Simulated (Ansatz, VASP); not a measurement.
One calculation of Be, two programs

```xyz
1
Lattice="2.2323 0.0000 0.0000 0.0000 2.2323 0.0000 0.0000 0.0000 2.2323" Properties=species:S:1:pos:R:3 pbc="T T T"
Be    0.0000    0.0000    0.0000
```

Alike in both runs: task relaxation of cell and atoms; functional PBE; k mesh 15 × 15 × 15; occupations fermi-dirac, width 0.05 eV; no spin polarisation.

```csv
,VASP,Ansatz
version,VASP 6.6.1,Ansatz 0.2.0
potentials or method,"VASP PAW PBE potentials, release 64 (Be)","PAW with Ansatz's default frozen-core files, scalar-relativistic"
plane-wave cutoff (eV),600,420
valence electrons in the cell,2,2
```

|  | VASP | Ansatz | Ansatz less VASP |
| --- | --- | --- | --- |
| relaxed volume (Å³/atom) | 10.27 | 10.26 | -0.007 |
| relaxed cell length with the largest relative difference (Å) | 2.173 | 2.173 | -0.0005 |
| energy change over the relaxation (meV/atom) | -15 | -15 | -0.3 |
